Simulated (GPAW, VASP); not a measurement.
Given: the input of a run of GPAW 26.7.0 (ASE script) on GaSb. 

File run.py:

```python
from ase.dft.bandgap import bandgap
from ase.io import read, write
from ase.units import GPa
from gpaw import GPAW, PW

atoms = read('POSCAR')

calc = GPAW(mode=PW(600),
            xc='PBE',
            kpts={'size': (8, 8, 8), 'gamma': True},
            occupations={'name': 'methfessel-paxton', 'order': 0, 'width': 0.027000000000000003},
            nbands=18,
            convergence={'density': 1e-05, 'energy': 1e-05},
            maxiter=150,
            txt='gpaw.txt')
atoms.calc = calc
energy = atoms.get_potential_energy()
forces = atoms.get_forces()
stress = atoms.get_stress()
calc.write('gs.gpw')
write('result.traj', atoms)
print(f'Energy: {energy:.6f} eV')
print('Forces (eV/A):')
print(forces.round(4))
print('Stress (GPa):', (stress / GPa).round(3))
print('Fermi level:', round(calc.get_fermi_level(), 4), 'eV')
print(f'Gap: {bandgap(calc)[0]:.4f} eV, direct: {bandgap(calc, direct=True)[0]:.4f} eV')
```

File POSCAR:

```
GaSb
1.0
    0.0000000000      3.0590000000      3.0590000000
    3.0590000000      0.0000000000      3.0590000000
    3.0590000000      3.0590000000      0.0000000000
Sb Ga
1 1
Direct
    0.7500000000      0.7500000000      0.7500000000
    0.0000000000      0.0000000000      0.0000000000
```

Potentials or basis: GPAW PAW data sets (gpaw-data 1.2.1), pw.

Launch:

```sh
$ OMP_NUM_THREADS=1 python run.py
```

Problem. Translate it to VASP 6.6.1. Potentials or basis there: PBE PAW files Ga_d, Sb, 520 eV.

Solution. As run (cutoffs and basis follow the program's own potentials, and thresholds, step limits or extra output files can differ):

The input INCAR:

```
SYSTEM = GaSb
ALGO     = Fast           ! electronic algorithm
EDIFF    = 1E-6           ! SCF threshold, eV
ENCUT    = 520            ! plane-wave cutoff, eV
GGA      = PE             ! functional
ISIF     = 2              ! what is computed and relaxed
ISMEAR   = 0              ! smearing method
LASPH    = .True.         ! aspherical terms in the spheres
LCHARG   = .False.        ! write CHGCAR
LREAL    = .False.        ! projectors in reciprocal space
LWAVE    = .False.        ! write WAVECAR
NBANDS   = 16             ! bands
NELM     = 60             ! most SCF steps
PREC     = Accurate       ! precision mode
SIGMA    = 0.027000000000000003 ! smearing width, eV
```

KPOINTS

```
k-points
0
Gamma
  8 8 8
  0 0 0
```

POSCAR

```
GaSb
1.0
    0.0000000000      3.0590000000      3.0590000000
    3.0590000000      0.0000000000      3.0590000000
    3.0590000000      3.0590000000      0.0000000000
Sb Ga
1 1
Direct
    0.7500000000      0.7500000000      0.7500000000
    0.0000000000      0.0000000000      0.0000000000
```

Potentials or basis: VASP PAW PBE potentials, release 64 (Sb, Ga_d).

Launch:

```sh
$ cat potpaw_PBE.64/Sb/POTCAR potpaw_PBE.64/Ga_d/POTCAR > POTCAR
$ mpirun -np 1 vasp_std > vasp.out
```

Both were run:

|  | GPAW | VASP |
| --- | --- | --- |
| Pressure | 2.3 GPa | 2.4 GPa |

Pressure is positive in compression.
